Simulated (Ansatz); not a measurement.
# Molecular dynamics of AgCl

Input:

```yaml
accuracy: low
crystal:
  lattice:
    - [5.314661, 0.0, 0.0]
    - [-2.277357, 6.155354, 0.0]
    - [0.0, 0.0, 16.328576]
  atoms:
    - { symbol: Ag, position: [0.8588795, 0.93547731, 0.1049478] }
    - { symbol: Ag, position: [0.6743638, 0.30779581, 0.0789894] }
    - { symbol: Cl, position: [0.1969092, 0.36919721, 0.0612423] }
    - { symbol: Cl, position: [0.3363341, 0.87407591, 0.1226949] }
    - { symbol: Ag, position: [0.33391451, 0.10641761, 0.25114613] }
    - { symbol: Ag, position: [0.24843152, 0.508968, 0.20991206] }
    - { symbol: Cl, position: [0.75722257, 0.58410966, 0.18910488] }
    - { symbol: Cl, position: [0.84230608, 0.10848363, 0.26217414] }
    - { symbol: Ag, position: [0.94489292, 0.43795007, 0.34852752] }
    - { symbol: Ag, position: [0.62079521, 0.75107575, 0.33347833] }
    - { symbol: Cl, position: [0.18043451, 0.81604495, 0.37575961] }
    - { symbol: Cl, position: [0.44078016, 0.36708402, 0.37998176] }
basis:
  ecutwfc: 420.0
kpoints:
  mp_grid: { grid: [2, 2, 1] }
hamiltonian:
  xc: lda
scf:
  occupations: { method: fermi_dirac, width: 0.05 }
  lower_state_search: "off"
md:
  timestep: 2
  n_steps: 300
  ensemble: nve
  temperature: 1800.0
  initial_velocities: maxwell_boltzmann
  seed: 554873
  constraints: [{ sites: [0, 1, 2, 3] }]
```

Command:

```bash
$ ansatz run input.yaml --threads 2 --pin off --max-ram 5120MiB --backend cpu --events-out ev --progress --plain --runs-dir out
```

It starts from a relaxed structure.

Output, in part (step lines):

```
md step     0: t =     0.00 fs  T =  1800.0 K  F+E_penalty+E_count = -51015.78887339 eV  E_kin = 1.861344 eV  conserved = -51013.92752941 eV  (9 SCF iters)
md step     1: t =     2.00 fs  T =  1795.6 K  F+E_penalty+E_count = -51015.78427193 eV  E_kin = 1.856758 eV  conserved = -51013.92751376 eV  (7 SCF iters)
md step     2: t =     4.00 fs  T =  1784.2 K  F+E_penalty+E_count = -51015.77249717 eV  E_kin = 1.845004 eV  conserved = -51013.92749313 eV  (7 SCF iters)
md step     3: t =     6.00 fs  T =  1766.2 K  F+E_penalty+E_count = -51015.75384127 eV  E_kin = 1.826373 eV  conserved = -51013.92746839 eV  (7 SCF iters)
md step     4: t =     8.00 fs  T =  1741.9 K  F+E_penalty+E_count = -51015.72867233 eV  E_kin = 1.801232 eV  conserved = -51013.92743985 eV  (7 SCF iters)
md step     5: t =    10.00 fs  T =  1711.7 K  F+E_penalty+E_count = -51015.69742888 eV  E_kin = 1.770021 eV  conserved = -51013.92740768 eV  (3 SCF iters)
md step     6: t =    12.00 fs  T =  1676.1 K  F+E_penalty+E_count = -51015.66061764 eV  E_kin = 1.733246 eV  conserved = -51013.92737173 eV  (3 SCF iters)
md step     7: t =    14.00 fs  T =  1635.7 K  F+E_penalty+E_count = -51015.61881032 eV  E_kin = 1.691478 eV  conserved = -51013.92733242 eV  (2 SCF iters)
[... lines left out ...]
md step   298: t =   596.00 fs  T =   958.0 K  F+E_penalty+E_count = -51014.91770802 eV  E_kin = 0.990607 eV  conserved = -51013.92710071 eV  (3 SCF iters)
md step   299: t =   598.00 fs  T =   964.4 K  F+E_penalty+E_count = -51014.92439918 eV  E_kin = 0.997301 eV  conserved = -51013.92709852 eV  (2 SCF iters)
md step   300: t =   600.00 fs  T =   970.9 K  F+E_penalty+E_count = -51014.93111358 eV  E_kin = 1.004008 eV  conserved = -51013.92710561 eV  (7 SCF iters)
```

The steps, from the saved trajectory:

```
time (fs)  T (K)  potential energy less start (eV)  conserved less start (meV/atom)
      0.0   1800                             0.000                             0.00
     20.0   1492                             0.319                             0.03
     40.0    999                             0.829                             0.06
     60.0    893                             0.939                             0.05
     80.0   1019                             0.808                             0.03
    100.0   1027                             0.799                             0.04
    120.0    951                             0.879                             0.04
    140.0    830                             1.004                             0.04
    160.0    714                             1.124                             0.05
    180.0    660                             1.179                             0.03
    200.0    552                             1.291                             0.06
    220.0    664                             1.175                             0.05
    240.0    883                             0.948                             0.03
    260.0    947                             0.882                             0.04
    280.0    862                             0.971                             0.04
    300.0    688                             1.150                             0.05
    320.0    536                             1.308                             0.05
    340.0    492                             1.353                             0.05
    360.0    485                             1.360                             0.05
    380.0    509                             1.336                             0.04
    400.0    513                             1.331                             0.04
    420.0    546                             1.297                             0.05
    440.0    715                             1.122                             0.03
    460.0    826                             1.008                             0.05
    480.0    973                             0.855                             0.03
    500.0   1019                             0.808                             0.03
    520.0    947                             0.882                             0.04
    540.0    869                             0.963                             0.02
    560.0    745                             1.091                             0.06
    580.0    886                             0.946                             0.02
    600.0    971                             0.858                             0.04
```

All steps were run. The conserved energy stayed within 0.067 meV per atom of its start (net change 0.035 meV per atom), so the integration is sound. A run of 0.6 ps of so small a system gives no equilibrium averages. Limits of this set-up: coarse k mesh, thin slab, slab without dipole correction, low accuracy level.

Mean squared displacements from the first frame to the last: Ag 1.73 Å², Cl 0.22 Å².

Last frame:

```xyz
12
Lattice="5.3147 0.0000 0.0000 -2.2774 6.1554 0.0000 0.0000 0.0000 16.3286" Properties=species:S:1:pos:R:3
Ag 2.434 5.758 1.714
Ag 2.883 1.895 1.290
Cl 0.206 2.272 1.000
Cl -0.203 5.380 2.003
Ag 1.040 1.737 3.547
Ag -0.708 5.481 4.490
Cl 2.980 3.583 3.137
Cl 4.434 0.379 4.796
Ag 3.729 2.165 6.491
Ag 1.577 4.143 5.579
Cl -0.879 4.553 6.798
Cl 1.264 2.122 6.565
```

Time of the run: 9.2 min on 2 threads of Intel(R) Xeon(R) Platinum 8488C (Sapphire Rapids), with other jobs on the host, peak memory 1 GiB.
